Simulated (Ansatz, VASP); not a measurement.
# FeO (Wuestite): VASP beside Ansatz

File INCAR:

```
SYSTEM = FeO
  PREC = Accurate
  ENCUT = 520
  EDIFF = 1E-7
  ISMEAR = 0
  SIGMA = 0.05
  LREAL = .False.
  LASPH = .True.
  NELM = 60
  ALGO = Normal
  ISIF = 2
  LWAVE = .False.
  LCHARG = .True.
  GGA = PE
  LELF = .True.
  LVHAR = .True.
  NBANDS = 14
```

KPOINTS

```
regular mesh
0
Gamma
  14 14 14
  0 0 0
```

POSCAR

```
FeO
1.0
    0.0000000000      2.0587403668      2.0587403668
    2.0587403668      0.0000000000      2.0587403668
    2.0587403668      2.0587403668      0.0000000000
Fe O
1 1
Direct
    0.0000000000      0.0000000000      0.0000000000
    0.5000000000      0.5000000000      0.5000000000
```

Input for Ansatz:

```yaml
crystal:
  lattice:
    - [0.0, 2.0587403668, 2.0587403668]
    - [2.0587403668, 0.0, 2.0587403668]
    - [2.0587403668, 2.0587403668, 0.0]
  atoms:
    - { symbol: Fe, position: [0.0, 0.0, 0.0] }
    - { symbol: O, position: [0.5, 0.5, 0.5] }
basis:
  ecutwfc: 420
  ecutrho_ratio: 4
kpoints:
  mp_grid: { grid: [14, 14, 14] }
hamiltonian:
  xc: pbe
scf:
  occupations: { method: gaussian, width: 0.05 }
output:
  forces: true
  stress: true
  eigenvalues: true
```

Alike in both runs: task single point; functional PBE; k mesh 14 × 14 × 14; occupations gaussian, width 0.05 eV; no spin polarisation.

|  | VASP | Ansatz |
| --- | --- | --- |
| version | VASP 6.6.1 | Ansatz 0.2.0 |
| potentials or method | VASP PAW PBE potentials, release 64 (Fe, O) | scalar-relativistic, plane waves, PAW |
| plane-wave cutoff (eV) | 520 | 420 |
| valence electrons in the cell | 14 | 22 |

```tsv
	VASP	Ansatz	Ansatz less VASP
gap on the k mesh at the Fermi level (eV)	none	none	-
pressure (GPa)	-3.5	-4.5	-1.02
```

A gap of «none» marks a metal or a gap that the smearing closes. The two sets of potentials don't hold the same shells in valence.

Caveats: the run has no spin polarisation, though such a crystal can be magnetic; semilocal functionals often make such compounds metallic where correlation or magnetic order opens a gap, which also shifts bond lengths. Spin polarisation is off, so any magnetic state and its effect on volume and gap are missing.
